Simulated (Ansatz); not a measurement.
Recipe of this trial structure of GaP: 4-connected net, two elements alternating (P6_222, No. 180). The dimensions are guesses.

```xyz
6
Lattice="3.6562 0.0000 0.0000 -1.8281 3.1664 0.0000 0.0000 0.0000 8.0072" Properties=species:S:1:pos:R:3 pbc="T T T"
Ga   -0.9141    1.5832    1.3345
Ga    0.9141    1.5832    6.6727
Ga    1.8281    0.0000    4.0036
P     0.9141    1.5832    2.6691
P     1.8281    0.0000    0.0000
P    -0.9141    1.5832    5.3382
```

Theory: DFT PBE, scalar-relativistic, plane waves, PAW (Ansatz). Cutoff 420 eV, Gaussian smearing, Γ-centred meshes. Cell and atoms relax first on a coarse mesh and then on a converged one. In between, the cell is made exact in the group found at 0.06 Å. The steps can't lower the symmetry of their start. No spin polarisation.

A guess keeps its type if space group and coordination stay and the shape of the cell changes little (axis ratios within about 15 %, angles within 6°); the volume may change.

Q: Does it keep its structure type, or change into something else?

A: It keeps its type. The symmetry stays P6_222 (No. 180). The volume per atom grows by 22.0 %, from 15.4 to 18.8 Å³. The shortest distance goes from 2.26 Å (Ga–P) to 2.42 Å (Ga–P). The ratio c/a of the conventional cell changes by a factor of 1.01. Counting neighbours within 15 % of an atom's shortest distance, the start has Ga 4, P 4 and the end Ga 4, P 4.

Formation energies are uncorrected and refer to the elements' standard structures at the same level. The references include black phosphorus.

Q: At what energy does it end?

A: −0.204 eV/atom. A negative formation energy is needed for stability but isn't enough: competing phases decide.

The last run used a 12×12×4 mesh (in the run's order of axes) for its 6-atom cell and Gaussian smearing of 0.01 eV. The reference form of P is held partly by dispersion forces, which this level lacks. Symmetry constrained the relaxation, so the result can be a saddle point.
